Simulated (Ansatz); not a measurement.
# Photoemission of C(111) with OH on 50 % of the top atoms and H on the rest, part 3 of 4

Aim: core-level components, unfolded bands and work function of C(111) with OH on 50 % of the top atoms and H on the rest.

Ansatz 0.2.0; DFT, PBE, plane-wave PAW, default files, scalar-relativistic.

So far, gap on the k-mesh (eV): step 2 (relaxation) 2.84.

**3. Bands by layer (continued)**

The DOS has structure finer than the step of the table below, so its rows give means over 1 eV, whole bins alone (the curve runs from -23.9 to 7.90 eV). Peaks (eV: height): total -6.1: 12.5, -4.9: 15.5, -1.9: 12.7, 6.2: 13.3; C 2p -6.1: 10.0, -4.9: 12.3, -3.7: 8.32, -3.0: 9.10; C 2s -15.9: 3.32, -15.5: 4.39, -14.6: 5.96, -13.5: 3.34; O 2p -8.5: 1.56, -3.7: 1.52, -2.4: 2.19, -1.9: 4.93; H 1s -4.9: 1.22, -4.4: 1.44, 5.7: 1.41, 6.2: 1.28.

Table of DOS by E, zero at the valence-band maximum; means over each step; values in states/eV/cell:

```
E (eV)  total   C 2p    C 2s     O 2p    H 1s     O 2s
   -23      0      0       0        0       0        0
   -22   1.74  0.197   0.309   0.0466   0.251    0.929
   -21   2.12  0.248   0.263   0.0653   0.181     1.35
   -20   1.19  0.240   0.772  0.00514  0.0336    0.129
   -19   1.32  0.409   0.841  0.00195  0.0297   0.0315
   -18   2.67  0.901    1.59  0.00697  0.0785   0.0666
   -17   2.80   1.07    1.58  0.00953  0.0659   0.0493
   -16   4.17   1.52    2.42   0.0239   0.118   0.0648
   -15   4.54   1.69    2.59   0.0400   0.127   0.0602
   -14   3.52   1.37    1.93   0.0439   0.111   0.0381
   -13   3.22   1.39    1.57   0.0704   0.145   0.0313
   -12   4.02   2.34    1.34    0.126   0.170   0.0183
   -11   6.10   3.73    1.70    0.282   0.301   0.0380
   -10   4.97   2.85    1.41    0.364   0.283   0.0231
    -9   4.91   2.75   0.915    0.794   0.385   0.0323
    -8   8.26   5.89   0.999    0.646   0.639   0.0336
    -7   7.54   5.71   0.695    0.568   0.454   0.0734
    -6   10.6   8.31   0.665    0.923   0.571   0.0907
    -5   11.4   8.83   0.555     1.07   0.851   0.0704
    -4   10.6   8.32   0.364     1.13   0.701   0.0556
    -3   9.06   7.24   0.192     1.23   0.341   0.0292
    -2   8.11   5.38   0.146     2.17   0.348   0.0118
    -1   2.65   2.32  0.0508    0.184  0.0768  0.00332
     0  0.449  0.435  3.5e-4  0.00987  2.0e-4   2.9e-4
     1      0      0       0        0       0        0
     2      0      0       0        0  1.5e-6        0
     3  0.881  0.109  0.0400   9.8e-4   0.186   4.5e-4
     4   2.13  0.259   0.126   0.0121   0.471   0.0667
     5   4.12  0.790   0.471   0.0534   0.638   0.0971
     6   10.0   3.15    1.53    0.196   0.972    0.123
     7   11.9   4.76    1.47    0.167   0.747   0.0816
```

Simulated valence spectra by photon energy, shown to 13 eV, since a deeper line would dwarf them at some energies; the 100 % can be that line's tail at the edge; this run's widths, added to any smearing of the DOS itself: Gaussian 0.2 eV, Lorentzian 0.2 eV plus 0.08 an eV of depth. The intensity by binding energy, zero at the valence-band maximum; values in % of the maximum within 13 eV:

| binding energy (eV) | 21.2 eV | 40.8 eV | 1486.7 eV | 5414.7 eV | 8047.8 eV |
| --- | --- | --- | --- | --- | --- |
| -1 | 2.36 | 1.78 | 3.13 | 2.54 | 2.46 |
| 0 | 7.55 | 4.39 | 5.57 | 3.82 | 3.59 |
| 1 | 25.1 | 16.0 | 15.4 | 9.02 | 8.19 |
| 2 | 98.5 | 98.2 | 66.3 | 29.5 | 24.8 |
| 3 | 81.3 | 60.4 | 56.5 | 32.8 | 29.7 |
| 4 | 84.2 | 56.4 | 68.4 | 47.0 | 44.1 |
| 5 | 87.7 | 54.9 | 79.3 | 59.5 | 56.8 |
| 6 | 77.3 | 48.0 | 84.0 | 67.5 | 65.2 |
| 7 | 58.1 | 35.7 | 76.7 | 65.7 | 64.2 |
| 8 | 56.0 | 35.4 | 77.3 | 68.0 | 66.7 |
| 9 | 41.4 | 32.0 | 73.5 | 66.3 | 65.4 |
| 10 | 31.7 | 22.2 | 85.0 | 83.2 | 83.0 |
| 11 | 25.3 | 19.6 | 99.8 | 99.9 | 99.9 |
| 12 | - | 12.7 | 84.4 | 86.1 | 86.3 |

Maxima picked by a test of local sharpness, so broad peaks and shoulders can be missing; peaks within 0.45 eV of a curve's cut are left out. Valence peaks, by row:

| photon energy (eV) | binding energy (eV) | height (% of the maximum within 13 eV) | main shell | its share (%) |
| --- | --- | --- | --- | --- |
| 21.2 | 10.27 | 32.79 | C 2p | 60.84 |
| 21.2 | 4.625 | 92.59 | C 2p | 63.77 |
| 21.2 | 2.925 | 81.49 | C 2p | 57.64 |
| 21.2 | 1.925 | 100 | O 2p | 56.75 |
| 40.8 | 21.22 | 9.781 | O 2s | 61.85 |
| 40.8 | 10.27 | 22.64 | O 2p | 61.69 |
| 40.8 | 8.475 | 38.55 | O 2p | 71.14 |
| 40.8 | 4.575 | 59.36 | O 2p | 68.65 |
| 40.8 | 1.925 | 100 | O 2p | 88.26 |
| 1487 | 21.12 | 202.4 | O 2s | 88.08 |
| 1487 | 15.52 | 119.5 | C 2s | 79.99 |
| 1487 | 14.67 | 120.5 | C 2s | 82.34 |
| 1487 | 10.92 | 100 | C 2s | 77.97 |
| 1487 | 8.375 | 78.68 | C 2s | 60.12 |
| 1487 | 7.425 | 78.05 | C 2s | 53.92 |
| 1487 | 5.925 | 84.12 | C 2s | 39.45 |
| 1487 | 4.775 | 80.77 | C 2s | 35.43 |
| 1487 | 1.975 | 66.91 | O 2p | 65.57 |
| 5415 | 21.12 | 198 | O 2s | 87.77 |
| 5415 | 15.52 | 126.7 | C 2s | 83.19 |
| 5415 | 14.67 | 127.9 | C 2s | 85.6 |
| 5415 | 10.97 | 100 | C 2s | 85.86 |
| 5415 | 8.375 | 68.67 | C 2s | 75.95 |
| 5415 | 7.625 | 68.44 | C 2s | 70.64 |
| 5415 | 6.025 | 67.49 | C 2s | 55.2 |
| 5415 | 4.875 | 59.8 | C 2s | 53.49 |
| 5415 | 1.975 | 29.52 | O 2p | 40.46 |
| 8048 | 21.12 | 195.4 | O 2s | 87.65 |
| 8048 | 15.52 | 127.6 | C 2s | 83.75 |
| 8048 | 14.67 | 128.8 | C 2s | 86.14 |
| 8048 | 10.97 | 100 | C 2s | 86.98 |
| 8048 | 8.375 | 67.37 | C 2s | 78.45 |
| 8048 | 7.625 | 67.14 | C 2s | 72.98 |
| 8048 | 6.025 | 65.19 | C 2s | 57.92 |
| 8048 | 4.875 | 56.99 | C 2s | 56.82 |

The planar mean, electrostatic potential oscillates, so the rows of the table below give means over windows of 1 Å about each position, cut where the curve ends. Its maxima inside the range that stand out by 2 % of the span (Å: eV): 7.3: -0.142, 9.4: -1.06, 11.5: -1.15, 13.4: -0.519. Its minima: 7.0: -1.37, 8.4: -20.0, 10.5: -20.1, 12.5: -20.2, 14.0: -3.63.

From the valence-band maximum. The planar mean, electrostatic potential by z; means over each step:

| z (Å) | planar mean, electrostatic potential (eV) |
| --- | --- |
| 0 | 4.03 |
| 1 | 3.72 |
| 2 | 3.64 |
| 3 | 3.64 |
| 4 | 3.64 |
| 5 | 3.62 |
| 6 | 3.23 |
| 7 | -0.158 |
| 8 | -13.0 |
| 9 | -8.58 |
| 10 | -12.3 |
| 11 | -9.74 |
| 12 | -11.3 |
| 13 | -10.6 |
| 14 | -2.72 |
| 15 | 2.51 |
| 16 | 4.62 |
| 17 | 4.67 |
| 18 | 4.67 |
| 19 | 4.67 |
| 20 | 4.66 |
| 21 | 4.43 |

The intensity has structure finer than the step of the table below, so its rows give means over 1 eV, whole bins alone (the curve runs from -23.9 to 1.40 eV). Peaks (eV: height): O K -2.1: 99.9; O K, E along x -8.8: 49.7, -4.3: 73.7; O K, E along y -2.1: 251; O K, E along z -8.4: 55.1, -5.2: 59.0; C K -4.6: 100.0.

Shapes are the site's partial DOS without matrix elements, which overweights lines from ligand s bands. Table of intensity by emission energy less the core level's binding energy, zero at the valence-band maximum; means over each step; 7 of 8 lines; values in % of the unpolarised maximum:

```csv
emission energy less the core level's binding energy (eV),O K,"O K, E along x","O K, E along y","O K, E along z",C K,"C K, E along x","C K, E along y"
-23,0.837,1.07,0.120,1.32,1.37,1.08,1.13
-22,1.55,2.06,0.144,2.46,2.33,1.75,1.75
-21,1.82,2.55,0.168,2.74,3.27,2.69,2.44
-20,1.30,1.81,0.189,1.90,4.39,4.03,3.88
-19,0.932,1.18,0.226,1.39,6.40,6.27,6.33
-18,0.984,1.11,0.289,1.56,9.10,9.21,9.34
-17,1.28,1.30,0.375,2.16,11.8,12.4,12.4
-16,1.86,1.77,0.496,3.30,14.8,15.8,15.8
-15,2.61,2.52,0.639,4.67,17.0,18.6,18.5
-14,3.55,3.62,0.770,6.26,17.6,19.8,19.6
-13,5.22,5.87,0.941,8.86,19.1,22.0,21.5
-12,8.74,10.7,1.42,14.1,26.6,29.0,28.5
-11,15.1,19.1,2.21,23.9,36.5,35.0,34.7
-10,20.9,31.1,2.91,28.7,34.6,33.2,33.0
-9,31.8,47.1,4.90,43.4,38.0,36.6,37.6
-8,33.3,39.8,9.95,50.1,57.1,52.7,54.0
-7,33.6,41.3,15.2,44.2,67.6,64.0,65.3
-6,44.5,54.7,23.9,54.7,84.0,82.6,82.1
-5,52.9,67.0,34.5,57.2,95.8,92.4,92.1
-4,57.8,69.5,69.6,34.3,92.3,89.8,92.4
-3,70.1,51.4,141,17.8,80.6,83.7,79.1
-2,89.4,31.9,222,14.1,62.2,61.9,61.5
-1,25.6,12.0,58.9,6.00,31.2,35.1,36.3
0,4.40,3.35,8.29,1.56,9.30,12.1,12.1
```

Recipe: projected DOS times atomic cross section and asymmetry factor (unpolarised light, 54.7° from the beam), occupied states only, Fermi edge at 300 K, a Lorentzian width of 0.2 eV growing by 0.08 eV per eV of binding energy, and a resolution of 0.2 eV. Each atom is damped by exp[−depth/(λ cos θ)], θ = 75° from the normal, λ from the universal curve. Curves are cut 10 eV under the photon energy, above any shell that the free atom's threshold puts out of reach, or at the lower edge of the window: 11.2 eV at 21.2 eV, 23.9 eV at 40.8 eV, 23.9 eV at 1486.7 eV, 23.9 eV at 5414.7 eV and 23.9 eV at 8047.8 eV. Matrix elements of the solid and inelastic losses aren't modelled, nor non-dipole terms, which matter above 3 keV.

Share of each shell in the spectrum's area (%), by photon energy:

```csv
shell,21.2 eV,40.8 eV,1486.7 eV,5414.7 eV,8047.8 eV
O 2s,0.0,5.2,38.8,40.0,39.9
O 2p,32.5,64.5,8.1,2.3,1.6
H 1s,5.5,3.4,0.2,0.1,0.1
C 2s,1.6,4.6,48.1,56.0,57.3
C 2p,60.5,22.3,4.8,1.6,1.1
```

Regions along c: top from 12.3 to 18.5 Å, middle from 9.2 to 12.3 Å, bottom from 3.0 to 9.2 Å. The top region's edge passes close to a layer, so the weights are only a guide.

States with weight above 0.08 nearest the zero at K of the zone, within the window kept, -6.5 to 7.0 eV (levels that the program groups as degenerate share a row):

| E (eV) | weight, total | weight, top | weight, middle | weight, bottom |
| --- | --- | --- | --- | --- |
| -5.84 | 0.23 | 0.12 | 0.06 | 0.06 |
| -5.55 | 0.63 | 0.25 | 0.21 | 0.16 |
| -5.20 | 0.63 | 0.11 | 0.30 | 0.23 |
| -4.95 | 0.84 | 0.07 | 0.26 | 0.52 |
| -4.90 | 0.46 | 0.05 | 0.21 | 0.19 |
| -4.66 | 0.76 | 0.25 | 0.35 | 0.16 |
| -4.18 | 0.24 | 0.14 | 0.06 | 0.03 |
| -2.37 | 0.38 | 0.34 | 0.04 | 0.00 |
| -1.74 | 0.20 | 0.18 | 0.02 | 0.00 |
| 5.90 | 0.34 | 0.21 | 0.11 | 0.02 |

States with weight above 0.08 nearest the zero at Γ of the zone, within the window kept, -6.5 to 7.0 eV (levels that the program groups as degenerate share a row):

| E (eV) | weight, total | weight, top | weight, middle | weight, bottom |
| --- | --- | --- | --- | --- |
| -2.89 | 0.26 | 0.20 | 0.04 | 0.02 |
| -2.61 | 0.25 | 0.21 | 0.04 | 0.00 |
| -1.98 | 0.97 | 0.11 | 0.66 | 0.21 |
| -1.96 | 0.95 | 0.10 | 0.64 | 0.22 |
| -1.51 | 0.91 | 0.20 | 0.41 | 0.30 |
| -1.01 | 0.96 | 0.31 | 0.19 | 0.46 |
| -0.98 | 0.96 | 0.31 | 0.19 | 0.46 |
| -0.01 | 0.98 | 0.20 | 0.47 | 0.31 |
| 0.00 | 0.98 | 0.22 | 0.47 | 0.30 |
| 2.84 | 1.00 | 0.01 | 0.05 | 0.85 |

States with weight above 0.08 nearest the zero at M of the zone, within the window kept, -6.5 to 7.0 eV (levels that the program groups as degenerate share a row):

```csv
E (eV),"weight, total","weight, top","weight, middle","weight, bottom"
-5.46,0.87,0.19,0.49,0.19
-5.39,0.34,0.12,0.11,0.10
-4.97,0.41,0.15,0.08,0.18
-4.55,0.49,0.18,0.11,0.20
-4.24,0.51,0.17,0.10,0.24
-3.52,0.55,0.08,0.24,0.23
-3.17,0.51,0.08,0.23,0.20
-3.07,0.45,0.12,0.21,0.12
-2.96,0.50,0.10,0.25,0.15
-1.85,0.50,0.41,0.09,0.01
```

The largest force component on a free atom is 0.018 eV/Å, so the atoms are at rest for these settings too.

[end of part 3 of 4]

[Logs are printed without paths, hosts, clocks, repeated set-up lines and the standing remarks that a program may print on its own settings, such as how far it seeks lower states.]

[Hosts, paths, dates, database ids (printed as entryN), source tags and the programs' standing remarks are cut or masked in the printed files.]

[Maps of the electrostatic potential energy from Ansatz leave out the sawtooth potential of an applied field or a dipole correction, so their vacuum need not be flat; work functions include it.]
